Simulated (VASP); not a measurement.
# GaAs (F-43m) in VASP: a series of runs

One crystal, GaAs, is run at these levels: PBEsol; tasks: relaxation of cell and atoms.

Everything below comes from runs of VASP 6.6.1. Logs are shortened: lines on timing, memory, paths and dates and some standing lists are left out, and cuts for length are marked.

## (1) Starting point

The structure is cubic, space group F-43m (No. 216). The conventional cell has a = 5.654 Å, b = 5.654 Å, c = 5.654 Å, α = 90.00°, β = 90.00°, γ = 90.00°. Around Ga (site symmetry -43m) lie 4 As at 2.45 Å. Around As (site symmetry -43m) lie 4 Ga at 2.45 Å.

## (2) Relaxation of cell and atoms, PBEsol

The input, INCAR:

```
SYSTEM = GaAs
ALGO = Normal
EDIFF = 1E-6
EDIFFG = -0.01
ENCUT = 600
GGA = PS
IBRION = 2
ISIF = 3
ISMEAR = 0
LASPH = .TRUE.
LCHARG = .FALSE.
LREAL = .FALSE.
LWAVE = .FALSE.
NELM = 80
NSW = 90
PREC = Accurate
SIGMA = 0.03
```

The input, KPOINTS:

```
k-points
0
G
  10 10 10
  0 0 0
```

The input, POSCAR:

```
GaAs
1.0
    0.0000000000      2.8268500000      2.8268500000
    2.8268500000      0.0000000000      2.8268500000
    2.8268500000      2.8268500000      0.0000000000
Ga As
1 1
Direct
    0.0000000000      0.0000000000      0.0000000000
    0.2500000000      0.2500000000      0.2500000000
```

Potentials or basis: VASP PAW PBE potentials, release 64 (Ga_d, As).

Started as:

```sh
$ cat potpaw_PBE.64/Ga_d/POTCAR potpaw_PBE.64/As/POTCAR > POTCAR
$ mpirun -np 1 vasp_std > vasp.out
```

OUTCAR:

```text
SYSTEM = GaAs
   EDIFF = 1E-6
   EDIFFG = -0.01
   ENCUT = 600
   GGA = PS
   IBRION = 2
   ISIF = 3
   ISMEAR = 0
   LASPH = .TRUE.
   LREAL = .FALSE.
   NELM = 80
   NSW = 90
   PREC = Accurate

 ion  position               nearest neighbor table
   1  0.000  0.000  0.000-   2 2.45   2 2.45   2 2.45   2 2.45
   2  0.250  0.250  0.250-   1 2.45   1 2.45   1 2.45   1 2.45

  LATTYP: Found a face centered cubic cell.
 ALAT       =     5.6537000000

  Lattice vectors:

 A1 = (   0.0000000000,   2.8268500000,   2.8268500000)
 A2 = (   2.8268500000,   0.0000000000,   2.8268500000)
 A3 = (   2.8268500000,   2.8268500000,   0.0000000000)

Analysis of symmetry for initial positions (statically):
=====================================================================
 Subroutine PRICEL returns:
 Original cell was already a primitive cell.

 Routine SETGRP: Setting up the symmetry group for a
 face centered cubic supercell.

 Subroutine GETGRP returns: Found 24 space group operations
 (whereof 24 operations were pure point group operations)
 out of a pool of 48 trial point group operations.

The static configuration has the point symmetry T_d .

Analysis of symmetry for dynamics (positions and initial velocities):
=====================================================================
 Subroutine PRICEL returns:
 Original cell was already a primitive cell.

 Routine SETGRP: Setting up the symmetry group for a
 face centered cubic supercell.

 Subroutine GETGRP returns: Found 24 space group operations
 (whereof 24 operations were pure point group operations)
 out of a pool of 48 trial point group operations.

The dynamic configuration has the point symmetry T_d .

 Subroutine INISYM returns: Found 24 space group operations
 (whereof 24 operations are pure point group operations),
 and found     1 'primitive' translations

----------------------------------------------------------------------------------------

                                     Primitive cell

  volume of cell :      45.1792

  direct lattice vectors                    reciprocal lattice vectors
     0.000000000  2.826850000  2.826850000    -0.176875321  0.176875321  0.176875321
     2.826850000  0.000000000  2.826850000     0.176875321 -0.176875321  0.176875321
     2.826850000  2.826850000  0.000000000     0.176875321  0.176875321 -0.176875321

  length of vectors
     3.997769609  3.997769609  3.997769609     0.306357042  0.306357042  0.306357042

  position of ions in fractional coordinates (direct lattice)
     0.000000000  0.000000000  0.000000000
     0.250000000  0.250000000  0.250000000

  ion indices of the primitive-cell ions
   primitive index   ion index
                 1           1
                 2           2

----------------------------------------------------------------------------------------

 KPOINTS: k-points

Automatic generation of k-mesh.
 Grid dimensions read from file:
 generate k-points for:   10   10   10

 Generating k-lattice:

  Cartesian coordinates                     Fractional coordinates (reciprocal lattice)
    -0.017687532  0.017687532  0.017687532     0.100000000  0.000000000  0.000000000
     0.017687532 -0.017687532  0.017687532     0.000000000  0.100000000  0.000000000
     0.017687532  0.017687532 -0.017687532     0.000000000  0.000000000  0.100000000

  Length of vectors
     0.030635704  0.030635704  0.030635704

  Shift w.r.t. Gamma in fractional coordinates (k-lattice)
     0.000000000  0.000000000  0.000000000

 Subroutine IBZKPT returns following result:
 ===========================================

 Found     47 irreducible k-points:

 Following reciprocal coordinates:
            Coordinates               Weight
  0.000000  0.000000  0.000000      1.000000
  0.100000  0.000000  0.000000      8.000000
  0.200000  0.000000  0.000000      8.000000
  0.300000  0.000000  0.000000      8.000000
  0.400000  0.000000  0.000000      8.000000
  0.500000  0.000000  0.000000      4.000000
[... 16 lines left out ...]
  0.300000  0.300000  0.000000      6.000000
  0.400000  0.300000  0.000000     24.000000
 [... further k-points ...]
   k-points           NKPTS =     47   k-points in BZ     NKDIM =     47   number of bands    NBANDS=     13
   number of dos      NEDOS =    301   number of ions     NIONS =      2
   total plane-waves  NPLWV =  32768
   dimension x,y,z NGX =    32 NGY =   32 NGZ =   32
   dimension x,y,z NGXF=    64 NGYF=   64 NGZF=   64
   ions per type =               1   1
   NGX,Y,Z   is equivalent  to a cutoff of  13.31, 13.31, 13.31 a.u.
   NGXF,Y,Z  is equivalent  to a cutoff of  26.61, 26.61, 26.61 a.u.
 SYSTEM =  GaAs
   PREC   = accura    normal or accurate (medium, high low for compatibility)
   ISTART =      0    job   : 0-new  1-cont  2-samecut
   ICHARG =      2    charge: 1-file 2-atom 10-const
   ISPIN  =      1    spin polarized calculation?
   LNONCOLLINEAR =      F non collinear calculations
   LSORBIT =      F    spin-orbit coupling
   LASPH  =      T    aspherical Exc in radial PAW
   ENCUT  =  600.0 eV  44.10 Ry    6.64 a.u.   7.98  7.98  7.98*2*pi/ulx,y,z
   NELM   =     80;   NELMIN=  2; NELMDL= -5     # of ELM steps
   EDIFF  = 0.1E-05   stopping-criterion for ELM
   LREAL  =      F    real-space projection
   EDIFFG = -.1E-01   stopping-criterion for IOM
   NSW    =     90    number of steps for IOM
   IBRION =      2    ionic relax: 0-MD 1-quasi-New 2-CG
   NFREE  =      1    steps in history (QN), initial steepest desc. (CG)
   ISIF   =      3    stress and relaxation
   ISYM   =      2    0-nonsym 1-usesym 2-fastsym
   POTIM  = 0.5000    time-step for ionic-motion
   TEBEG  =    0.0;   TEEND  =   0.0 temperature during run
   PSTRESS=    0.0 pullay stress
   NELECT =      18.0000    total number of electrons
   NUPDOWN=      -1.0000    fix difference up-down
   EMIN   =  10.00;   EMAX   =-10.00  energy-range for DOS
   EFERMI =   0.00;   METHOD = LEGACY
   ISMEAR =     0;   SIGMA  =   0.03  broadening in eV -4-tet -1-fermi 0-gaus
   EFERMI_NEDOS =   21; number of points for ismear=-14 and -15
   IALGO  =     38    algorithm
   IMIX   =      4    mixing-type and parameters
     AMIX     =   0.40;   BMIX     =  1.00
     AMIX_MAG =   1.60;   BMIX_MAG =  1.00
  volume/ion in A,a.u.               =      22.59       152.44
  Fermi-wavevector in a.u.,A,eV,Ry     =   1.204628  2.276417 19.743799  1.451128
  Thomas-Fermi vector in A             =   2.340347
   LORBIT       =      0    0 simple, 1 ext, 2 COOP (PROOUT), +10 PAW based schemes
   GGA     = PS    functional components
   LHFCALC =     F    Hartree Fock is set to
   AEXX    =    0.0000 exact exchange contribution
   IVDW    =     0    specifies the selected vdW correction
   LEPSILON=     F    determine dielectric tensor
   LRPA    =     F    only Hartree local field effects (RPA)
 conjugate gradient relaxation of ions
 non-spin polarized calculation
 Gauss-broadening in eV      SIGMA  =   0.03
  energy-cutoff  :      600.00
  volume of cell :       45.18
 maximum number of plane-waves:      1524
   NGX = 15   NGY = 15   NGZ = 15

--------------------------------------- Ionic step        1  -------------------------------------------

 number of electron      18.0000011 magnetization

 Free energy of the ion-electron system (eV)
  ---------------------------------------------------
  ext. energy  EPLUGINS =         0.00000000
  ---------------------------------------------------
  free energy    TOTEN  =        -9.09121942 eV

  energy without entropy =       -9.09121942  energy(sigma->0) =       -9.09121942

------------------------ aborting loop because EDIFF is reached ----------------------------------------

  FORCE on cell =-STRESS in cart. coord.  units (eV):
  Direction    XX          YY          ZZ          XY          YZ          ZX
  --------------------------------------------------------------------------------------
  -------------------------------------------------------------------------------------
  Total        0.0926627      0.0926627      0.0926627      0.0000000      0.0000000      0.0000000
  in kB        3.2860738      3.2860738      3.2860738      0.0000000      0.0000000      0.0000000
  external PRESSURE =       3.2860738 kB  Pullay stress =       0.0000000 kB

 VOLUME and BASIS-vectors are now :
 -----------------------------------------------------------------------------
  energy-cutoff  :      600.00
  volume of cell :       45.18
      direct lattice vectors                 reciprocal lattice vectors
     0.000000000  2.826850000  2.826850000    -0.176875321  0.176875321  0.176875321
     2.826850000  0.000000000  2.826850000     0.176875321 -0.176875321  0.176875321
     2.826850000  2.826850000  0.000000000     0.176875321  0.176875321 -0.176875321
[... 37 lines left out ...]
 POSITION                                       TOTAL-FORCE (eV/Angst)
 -----------------------------------------------------------------------------------
      2.83317      5.66634      2.83317        -0.000000     -0.000000     -0.000000
      1.41658      1.41658      1.41658         0.000000      0.000000      0.000000
 -----------------------------------------------------------------------------------
    total drift:                                0.000001      0.000001      0.000001

  FREE ENERGIE OF THE ION-ELECTRON SYSTEM (eV)
  ---------------------------------------------------
  free  energy   TOTEN  =        -9.0914190461 eV

  energy  without entropy=       -9.0914190461  energy(sigma->0) =       -9.09141905

--------------------------------------- Ionic step        3  -------------------------------------------

 number of electron      18.0000010 magnetization

 Free energy of the ion-electron system (eV)
  ---------------------------------------------------
  ext. energy  EPLUGINS =         0.00000000
  ---------------------------------------------------
  free energy    TOTEN  =        -9.09145225 eV

  energy without entropy =       -9.09145225  energy(sigma->0) =       -9.09145225

 E-fermi :   3.9313     XC(G=0):  -9.7513

 val. band max:        3.7587646233   @ k =   0.0000   0.0000   0.0000
 cond. band min:       4.1788883343   @ k =   0.0000   0.0000   0.0000
 fundamental gap:      0.4201237110
 Fermi energy:         3.9313055144

 k-point     1 :       0.0000    0.0000    0.0000
  band No.  band energies     occupation
      1     -11.0068      2.00000
      2     -11.0068      2.00000
      3     -11.0068      2.00000
      4     -10.9280      2.00000
      5     -10.9280      2.00000
      6      -8.9588      2.00000
      7       3.7588      2.00000
      8       3.7588      2.00000
      9       3.7588      2.00000
     10       4.1789      0.00000
     11       7.4483      0.00000
     12       7.4483      0.00000
     13       7.4483      0.00000

 k-point     2 :       0.1000    0.0000    0.0000
  band No.  band energies     occupation
      1     -11.0158      2.00000
      2     -11.0045      2.00000
      3     -11.0045      2.00000
      4     -10.9281      2.00000
      5     -10.9281      2.00000
      6      -8.8414      2.00000
      7       2.2186      2.00000
      8       3.5995      2.00000
      9       3.5995      2.00000
     10       5.1679      0.00000
     11       7.6831      0.00000
[... 339 lines left out ...]
 k-point    24 :       0.4000    0.3000    0.0000
  band No.  band energies     occupation
      1     -11.0987      2.00000
      2     -10.9710      2.00000
      3     -10.9695      2.00000
      4     -10.9457      2.00000
      5     -10.9185      2.00000
      6      -7.2261      2.00000
      7      -1.9197      2.00000
      8       1.1627      2.00000
      9       1.5070      2.00000
     10       5.5208      0.00000
     11       6.5347      0.00000
     12      10.9738      0.00000
     13      11.6324      0.00000

 [... further k-points ...]
[... 5 lines left out ...]
  --------------------------------------------------------------------------------------
  -------------------------------------------------------------------------------------
  Total        0.0038439      0.0038439      0.0038439      0.0000000      0.0000000     -0.0000000
  in kB        0.1356594      0.1356594      0.1356594      0.0000000      0.0000000     -0.0000000
  external PRESSURE =       0.1356594 kB  Pullay stress =       0.0000000 kB

 VOLUME and BASIS-vectors are now :
 -----------------------------------------------------------------------------
  energy-cutoff  :      600.00
  volume of cell :       45.40
      direct lattice vectors                 reciprocal lattice vectors
    -0.000000000  2.831399325  2.831399325    -0.176591128  0.176591128  0.176591128
     2.831399325  0.000000000  2.831399325     0.176591128 -0.176591128  0.176591128
     2.831399325  2.831399325  0.000000000     0.176591128  0.176591128 -0.176591128

 POSITION                                       TOTAL-FORCE (eV/Angst)
 -----------------------------------------------------------------------------------
      0.00000      0.00000      0.00000         0.000000      0.000000      0.000000
      1.41570      1.41570      1.41570        -0.000000     -0.000000     -0.000000
 -----------------------------------------------------------------------------------
    total drift:                                0.000001      0.000001      0.000001

  FREE ENERGIE OF THE ION-ELECTRON SYSTEM (eV)
  ---------------------------------------------------
  free  energy   TOTEN  =        -9.0914522499 eV

  energy  without entropy=       -9.0914522499  energy(sigma->0) =       -9.09145225

 reached required accuracy - stopping structural energy minimisation
```

Wall time 78 s (1 thread of AMD EPYC 7R43 (Zen 3), shared host); peak memory 0.17 GiB.

Results:

| Quantity | Value |
| --- | --- |
| Free energy | -9.0915 eV |
| Relaxed volume | 22.70 Å³/atom |
| Relaxed cell | a = 4.004 Å, b = 4.004 Å, c = 4.004 Å, α = 60.00°, β = 60.00°, γ = 60.00° |
| Space group after relaxing (to 0.05 Å) | F-43m (No. 216) |
| Energy gained by relaxing | 0.1 meV/atom |
| Ionic steps | 3 |
| Pressure after relaxing | 0.0 GPa |
| Band gap on the k mesh | 0.42 eV, direct |

The path:
```tsv
step	energy change (eV)	largest force (eV/Å)	pressure (GPa)	volume (Å³)
1	0.0000	0.0000	0.33	45.18
2	-0.0002	0.0000	-0.18	45.48
3	-0.0002	0.0000	0.01	45.40
```

Final structure:
```cif
data_structure
_symmetry_space_group_name_H-M 'P 1'
_symmetry_Int_Tables_number 1
_cell_length_a 4.0042
_cell_length_b 4.0042
_cell_length_c 4.0042
_cell_angle_alpha 60.000
_cell_angle_beta 60.000
_cell_angle_gamma 60.000
_cell_volume 45.40
loop_
_atom_site_label
_atom_site_type_symbol
_atom_site_fract_x
_atom_site_fract_y
_atom_site_fract_z
_atom_site_occupancy
Ga1 Ga 0.00000 0.00000 0.00000 1
As1 As 0.25000 0.25000 0.25000 1
```

Levels at points of the mesh, in eV from the valence-band top:
```csv
k point,band 7,band 8,band 9,band 10,band 11,band 12
"(0.00, 0.00, 0.00)",0.00,0.00,0.00,0.42,3.69,3.69
"(0.50, 0.00, 0.00)",-6.65,-1.14,-1.14,0.92,4.58,4.58
"(0.50, 0.50, 0.00)",-6.83,-2.68,-2.68,1.36,1.57,10.09
```

Caveat: the PAW data sets were made with another functional, which shifts forces and pressure a little. Zero-point motion and thermal expansion aren't in these numbers.

## (3) Relaxation of cell and atoms, PBEsol

This run uses another cell than the first one, of 22.70 Å³/atom, 1.005 times its volume.

Changes to INCAR since step 2:

```diff
@@ -2,4 +2,4 @@
 ALGO = Normal
-EDIFF = 1E-6
-EDIFFG = -0.01
+EDIFF = 1E-7
+EDIFFG = -0.005
 ENCUT = 600
```

KPOINTS is that of step 2.

The input, POSCAR:

```
GaAs                                    
1.0
   -0.0000000000      2.8313993252      2.8313993252
    2.8313993252      0.0000000000      2.8313993252
    2.8313993252      2.8313993252      0.0000000000
  Ga              As            
     1     1
Direct
     0.0000000000000000    0.0000000000000000    0.0000000000000000
     0.2500000000000000    0.2500000000000000    0.2500000000000000
```

Potentials or basis: VASP PAW PBE potentials, release 64 (Ga_d, As).

Started as:

```sh
$ cat potpaw_PBE.64/Ga_d/POTCAR potpaw_PBE.64/As/POTCAR > POTCAR
$ mpirun -np 1 vasp_std > vasp.out
```

Run time: 37 s. Hardware: 1 thread of AMD EPYC 7R43 (Zen 3), shared host; peak memory 0.16 GiB.

The run converged. Its results:

```yaml
Free_energy: -9.0915 eV
Pressure_after_relaxing: 0.0 GPa
Band_gap_on_the_k_mesh: 0.42 eV, direct
```

Final structure:
```
CELL_PARAMETERS angstrom
0.00000 2.83140 2.83140
2.83140 0.00000 2.83140
2.83140 2.83140 0.00000
ATOMIC_POSITIONS crystal
Ga 0.00000 0.00000 0.00000
As 0.25000 0.25000 0.25000
```

Levels at points of the mesh, in eV from the valence-band top:
```csv
k point,band 6,band 7,band 8,band 9,band 10,band 11,band 12,band 13
"(0.00, 0.00, 0.00)",-12.72,0.00,0.00,0.00,0.42,3.69,3.69,3.69
"(0.50, 0.00, 0.00)",-10.95,-6.65,-1.14,-1.14,0.92,4.58,4.58,7.58
"(0.50, 0.50, 0.00)",-10.22,-6.83,-2.68,-2.68,1.36,1.57,10.09,10.09
```

Caveat: the relaxation stopped at its first step, so nothing moved; the PAW data sets were made with another functional, which shifts forces and pressure a little.

## (4) Relaxation of cell and atoms, PBEsol

The input, INCAR:

```
SYSTEM = GaAs
ALGO = Normal ; EDIFF = 1E-6
EDIFFG = -0.01 ; ENCUT = 600
GGA = PS ; IBRION = 2
ISIF = 3 ; ISMEAR = 0
LASPH = .TRUE. ; LCHARG = .FALSE.
LREAL = .FALSE. ; LWAVE = .FALSE.
NELM = 80 ; NSW = 90
PREC = Accurate ; SIGMA = 0.03
```

KPOINTS is that of step 3.

The input, POSCAR:

```
GaAs
1.0
    0.0000000000      2.8268500000      2.8268500000
    2.8268500000      0.0000000000      2.8268500000
    2.8268500000      2.8268500000      0.0000000000
Ga As
1 1
Direct
    0.0000000000      0.0000000000      0.0000000000
    0.2500000000      0.2500000000      0.2500000000
```

Started as:

```sh
$ cat potpaw_PBE.64/Ga_d/POTCAR potpaw_PBE.64/As/POTCAR > POTCAR
$ mpirun -np 1 vasp_std > vasp.out
```

Wall time 45 s (1 thread of Intel Xeon Platinum 8488C (Sapphire Rapids), shared host); peak memory 0.2 GiB.

The run converged. Its results:

```yaml
Free_energy: -9.0915 eV
Relaxed_volume: 22.70 Å³/atom
Relaxed_cell: a = 4.004 Å, b = 4.004 Å, c = 4.004 Å, α = 60.00°, β = 60.00°, γ = 60.00°
Space_group_after_relaxing_to_0.05_Å: F-43m (No. 216)
Energy_gained_by_relaxing: 0.1 meV/atom
Ionic_steps: 3
Pressure_after_relaxing: 0.0 GPa
Band_gap_on_the_k_mesh: 0.42 eV, direct
```

The path:
```tsv
step	energy change (eV)	largest force (eV/Å)	pressure (GPa)	volume (Å³)
1	0.0000	0.0000	0.33	45.18
2	-0.0002	0.0000	-0.18	45.48
3	-0.0002	0.0000	0.01	45.40
```

Final structure:
```
Ga As
1.0
     0.00000    2.83140    2.83140
     2.83140    0.00000    2.83140
     2.83140    2.83140    0.00000
Ga As
1 1
Direct
  0.00000 0.00000 0.00000
  0.25000 0.25000 0.25000
```

Levels at points of the mesh, in eV from the valence-band top:
```csv
k point,band 7,band 8,band 9,band 10,band 11,band 12
"(0.00, 0.00, 0.00)",0.00,0.00,0.00,0.42,3.69,3.69
"(0.50, 0.00, 0.00)",-6.65,-1.14,-1.14,0.92,4.58,4.58
"(0.50, 0.50, 0.00)",-6.83,-2.68,-2.68,1.36,1.57,10.09
```

Caveat: the PAW data sets were made with another functional, which shifts forces and pressure a little. Zero-point motion and thermal expansion aren't in these numbers.
